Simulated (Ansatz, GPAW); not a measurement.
Given: the input of a run of GPAW 26.7.0 (ASE script) on CdF2. Atoms were shifted at random by some hundredths of an Å from the given cell, which wasn't relaxed again for these runs. 

The input run.py:

```python
from ase import Atoms
from ase.dft.bandgap import bandgap
from ase.io import write
from ase.units import GPa
from ase.parallel import parprint
from gpaw import GPAW, PW, setup_paths

setup_paths.insert(0, '.')

atoms = Atoms(['Cd', 'F', 'F'],
              cell=[[0.0, 2.694, 2.694],
                    [2.694, 0.0, 2.694],
                    [2.694, 2.694, 0.0]],
              scaled_positions=[[0.001578, -0.000494, 0.010105],
                                [0.765215, 0.752663, 0.749149],
                                [0.274641, 0.237759, 0.237022]],
              pbc=True)

calc = GPAW(mode=PW(800),
            xc='PBEsol',
            kpts={'size': (9, 9, 9), 'gamma': True},
            occupations={'name': 'fermi-dirac', 'width': 0.05},
            nbands=24,
            convergence={'density': 1e-05, 'energy': 1e-05},
            maxiter=150,
            txt='gpaw.txt')
atoms.calc = calc
energy = atoms.get_potential_energy()
forces = atoms.get_forces()
stress = atoms.get_stress()
calc.write('gs.gpw')
write('result.traj', atoms)
parprint(f'Energy: {energy:.6f} eV')
parprint('Forces (eV/A):')
parprint(forces.round(4))
parprint('Stress (GPa):', (stress / GPa).round(3))
parprint('Fermi level:', round(calc.get_fermi_level(), 4), 'eV')
parprint(f'Gap: {bandgap(calc)[0]:.4f} eV, direct: {bandgap(calc, direct=True)[0]:.4f} eV')
```

Potentials or basis: PAW data sets generated in the run's folder for this functional, pw.

Run with:

```sh
$ gpaw-setup -f PBEsol Cd F
$ OMP_NUM_THREADS=1 mpirun -n 4 gpaw python run.py
```

Task: Translate it to Ansatz 0.2.0. Potentials or basis there: all-electron LAPW, scalar-relativistic.

Result: As run (cutoffs and basis follow the program's own potentials, and thresholds, step limits or extra output files can differ):

Contents of input.yaml:

```yaml
crystal:
  lattice:
    - [0.0, 2.694, 2.694]
    - [2.694, 0.0, 2.694]
    - [2.694, 2.694, 0.0]
  atoms:
    - { symbol: Cd, position: [0.001578, -0.000494, 0.010105] }
    - { symbol: F, position: [0.765215, 0.752663, 0.749149] }
    - { symbol: F, position: [0.274641, 0.237759, 0.237022] }
kpoints:
  mp_grid: { grid: [9, 9, 9] }
scf:
  occupations: { method: fermi_dirac, width: 0.05 }
hamiltonian:
  xc: pbesol
  pseudopotentials: { kind: all_electron, lapw: { basis_error: 0.001 } }
output:
  forces: true
  stress: true
  eigenvalues: true
  populations: true
```

Potentials or basis: all-electron LAPW, scalar-relativistic.

The run is started by

```console
$ ansatz run input.yaml --threads 2 --pin off --max-ram 8192MiB --backend cpu --events-out ev --progress --plain --runs-dir out
```

Both were run:

|  | GPAW | Ansatz |
| --- | --- | --- |
| Pressure | -1.7 GPa | 0.1 GPa |
| Largest force | 0.371 eV/Å | 0.375 eV/Å |

Where Ansatz's input types no cutoff or centring, it takes its own default and a Γ-centred mesh.

Pressure is positive in compression.
